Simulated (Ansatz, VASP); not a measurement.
**In in VASP and in Ansatz**

Contents of INCAR:

```
SYSTEM = In
PREC = Accurate
ENCUT = 520
EDIFF = 1E-7
ISMEAR = -1
SIGMA = 0.1
LREAL = .False.
LASPH = .True.
NELM = 80
ALGO = Normal
ISIF = 2
LWAVE = .False.
LCHARG = .False.
GGA = CA
NBANDS = 20
```

File KPOINTS:

```
Automatic mesh
0
Gamma
  7 7 4
  0 0 0
```

Contents of POSCAR:

```
In
1.0
    3.3354847800      0.0000000000      0.0000000000
   -1.6677423900      2.8886145600      0.0000000000
    0.0000000000      0.0000000000      5.5091429200
In
2
Direct
    0.3333333300      0.6666666700      0.2500000000
    0.6666666700      0.3333333300      0.7500000000
```

Input for Ansatz:

```yaml
crystal:
  lattice:
    - [3.33548478, 0.0, 0.0]
    - [-1.66774239, 2.88861456, 0.0]
    - [0.0, 0.0, 5.50914292]
  atoms:
    - { symbol: In, position: [0.33333333, 0.66666667, 0.25] }
    - { symbol: In, position: [0.6666666699999999, 0.33333333, 0.7499999999999999] }
kpoints:
  mp_grid:
    grid: [7, 7, 4]
    shift: [0.0, 0.0, 0.0]
hamiltonian:
  xc: lda
  pseudopotentials:
    kind: paw
scf:
  occupations:
    method: fermi_dirac
output:
  forces: true
  stress: true
  eigenvalues: true
```

This isn't the form of In at room conditions, which is tetragonal.

Alike in both runs: task single point; functional LDA; k mesh 7 × 7 × 4; no spin polarisation.

|  | VASP | Ansatz |
| --- | --- | --- |
| version | VASP 6.6.1 | Ansatz 0.2.0 |
| potentials or method | VASP PAW LDA potentials, release 64 (In_d) | plane waves, PAW |
| plane-wave cutoff (eV) | 520 | 420 |
| occupations | fermi-dirac, width 0.1 eV | fermi-dirac |
| valence electrons in the cell | 26 | 26 |

|  | VASP | Ansatz | Ansatz less VASP |
| --- | --- | --- | --- |
| gap on the k mesh at the Fermi level (eV) | none | none | - |
| pressure (GPa) | -3.2 | -3.2 | +0.02 |
| largest component of the traceless stress (GPa) | 0.64 | 0.62 | -0.020 |

A gap of «none» marks a metal or a gap that the smearing closes.
